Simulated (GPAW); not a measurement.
Set up this calculation in GPAW 26.7.0, as an ASE script.

* Task: single point
* Functional: RPBE
* Potentials or basis: the program's PAW data sets (release 1.2.1) made for this functional
* Cutoff: 600 eV
* Basis: pw
* k mesh: 6 × 6 × 6
* Occupations: gaussian, width 0.02 eV
* Spin: no spin polarisation
* Maxiter: 150

The structure of K lies in K.xyz:

```xyz
1
Lattice="4.3104394900 0.0000000000 0.0000000000 0.0000000000 4.3104394900 0.0000000000 0.0000000000 0.0000000000 4.3104394900" Properties=species:S:1:pos:R:3 pbc="T T T"
K      0.0000000000      0.0000000000      0.0000000000
```

This isn't the form of K at room conditions, which is bcc.

One way to write it, as run:

run.py

```python
from ase.dft.bandgap import bandgap
from ase.io import read, write
from ase.units import GPa
from gpaw import GPAW, PW

atoms = read('K.xyz')

calc = GPAW(mode=PW(600),
            xc='RPBE',
            kpts={'size': (6, 6, 6), 'gamma': True},
            occupations={'name': 'methfessel-paxton', 'order': 0, 'width': 0.02},
            nbands=11,
            convergence={'density': 1e-05, 'energy': 1e-05},
            maxiter=150,
            txt='gpaw.txt')
atoms.calc = calc
energy = atoms.get_potential_energy()
forces = atoms.get_forces()
stress = atoms.get_stress()
calc.write('gs.gpw')
write('result.traj', atoms)
print(f'Energy: {energy:.6f} eV')
print('Forces (eV/A):')
print(forces.round(4))
print('Stress (GPa):', (stress / GPa).round(3))
print('Fermi level:', round(calc.get_fermi_level(), 4), 'eV')
print(f'Gap: {bandgap(calc)[0]:.4f} eV, direct: {bandgap(calc, direct=True)[0]:.4f} eV')
```

Potentials or basis: the program's PAW data sets (release 1.2.1) made for this functional, pw.

Run with:

```bash
$ OMP_NUM_THREADS=1 python run.py
```

Results of the run:

| Item | Value |
| --- | --- |
| Pressure | 0.2 GPa |
| Band gap on the k mesh | none (metal or under the smearing width) |

It took 7.9 s on 1 thread of Arm Neoverse V1 (shared host), peak memory 0.15 GiB.
